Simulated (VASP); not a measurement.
A run of VASP 6.6.1 is set up as follows.

File POSCAR:

```
TiO2
1.0
   -1.9008450019      1.9008450019      4.8520619606
    1.9008450019     -1.9008450019      4.8520619606
    1.9008450019      1.9008450019     -4.8520619606
  Ti              O
     2     4
Direct
     0.0000000000000000    0.0000000000000000    0.0000000000000000
     0.7500000000000000    0.2500000000000000    0.5000000000000000
     0.2065470635288676    0.2065470635288676    0.0000000000000000
     0.9565470635288675    0.4565470635288676    0.5000000000000000
     0.5434529364711325    0.0434529364711324    0.5000000000000000
     0.7934529364711325    0.7934529364711325    0.0000000000000000
```

The input INCAR.step1:

```
PREC = Accurate
ENCUT = 600
EDIFF = 1E-8
ISMEAR = 0
SIGMA = 0.03
LREAL = F
LASPH = T
NELM = 80
ALGO = Normal
ISIF = 3
LWAVE = F
LCHARG = F
GGA = PE
KPAR = 2
IBRION = 2
NSW = 40
EDIFFG = -0.002
```

File INCAR.step2:

```
PREC = Accurate
ENCUT = 600
EDIFF = 1E-8
ISMEAR = 0
SIGMA = 0.03
LREAL = F
LASPH = T
NELM = 80
ALGO = Normal
ISIF = 2
LWAVE = F
LCHARG = F
GGA = PE
KPAR = 2
IBRION = 6
NFREE = 2
POTIM = 0.015
NSW = 1
```

KPOINTS

```
regular mesh
0
Gamma
  10 10 10
```

Potentials or basis: VASP PAW PBE potentials, release 64 (Ti_sv, O).

Launch:

```sh
$ cat potpaw_PBE.64/Ti_sv/POTCAR potpaw_PBE.64/O/POTCAR > POTCAR
$ cp INCAR.step1 INCAR
$ mpirun -np 2 vasp_std > vasp.out
$ cp CONTCAR POSCAR
$ cp INCAR.step2 INCAR
$ mpirun -np 2 vasp_std > vasp.out
```

**Question.** What does it give for the highest phonon frequency at Γ, LO-TO splitting left out?

**Answer.** 603 cm⁻¹.

Phonon frequencies in cm⁻¹ (negative: imaginary):
```
              q point                                                        frequencies
(0.000, 0.000, 0.000)  0 0 0 119 119 175 175 216 216 303 363 399 399 478 496 520 603 603
```
